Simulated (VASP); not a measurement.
## HgSe: relaxation of cell and atoms with PBE

The system is HgSe.

```
CELL_PARAMETERS angstrom
0.00000 3.03900 3.03900
3.03900 0.00000 3.03900
3.03900 3.03900 0.00000
ATOMIC_POSITIONS crystal
Hg 0.00000 0.00000 0.00000
Se 0.75000 0.75000 0.75000
```

| Quantity | Value |
| --- | --- |
| Program | VASP 6.6.1 |
| Task | relaxation of cell and atoms |
| Functional | PBE |
| Potentials or basis | VASP PAW PBE potentials, release 54 (Hg, Se) |
| Cutoff | 580 eV |
| k mesh | 8 × 8 × 8 |
| Occupations | fermi-dirac, width 0.05 eV |
| Spin | no spin polarisation |
| Further INCAR settings | ALGO = Normal; EDIFF = 1e-06; IBRION = 2; EDIFFG = -0.01; NSW = 40; ISIF = 3 |

```yaml
Relaxed_volume: 30.79 Å³/atom
Relaxed_cell: a = 4.433 Å, b = 4.433 Å, c = 4.433 Å, α = 60.00°, β = 60.00°, γ = 60.00°
Space_group_after_relaxing_to_0.05_Å: F-43m (No. 216)
Energy_gained_by_relaxing: 39.3 meV/atom
Ionic_steps: 3
Pressure_after_relaxing: 0.0 GPa
Band_gap_on_the_k_mesh: none (metal or under the smearing width)
```

Step by step:
| step | energy change (eV) | largest force (eV/Å) | pressure (GPa) | volume (Å³) |
| --- | --- | --- | --- | --- |
| 1 | 0.0000 | 0.0000 | 5.05 | 56.13 |
| 2 | -0.0703 | 0.0000 | -1.26 | 63.64 |
| 3 | -0.0785 | 0.0000 | 0.02 | 61.59 |

Final structure:
```yaml
crystal:
  lattice:
    - [0.00000, 3.13440, 3.13440]
    - [3.13440, 0.00000, 3.13440]
    - [3.13440, 3.13440, 0.00000]
  atoms:
    - { symbol: Hg, position: [0.00000, 0.00000, 0.00000] }
    - { symbol: Se, position: [0.75000, 0.75000, 0.75000] }
```

Levels at points of the mesh, in eV from the Fermi level:
```tsv
k point	band 7	band 8	band 9	band 10	band 11	band 12
(0.00, 0.00, 0.00)	-1.11	-0.07	-0.07	-0.07	5.53	5.53
(0.50, 0.00, 0.00)	-4.98	-0.88	-0.88	1.03	6.22	6.22
(0.50, 0.50, 0.00)	-4.73	-2.00	-2.00	2.61	3.14	8.21
```

Wall time 26 s on 1 thread of Intel(R) Xeon(R) 6975P-C (Granite Rapids), with other jobs on the host, peak memory 0.22 GiB.

Spin-orbit coupling is left out, which matters for the levels of Hg. PBE usually gives volumes a little too large and moduli too small.
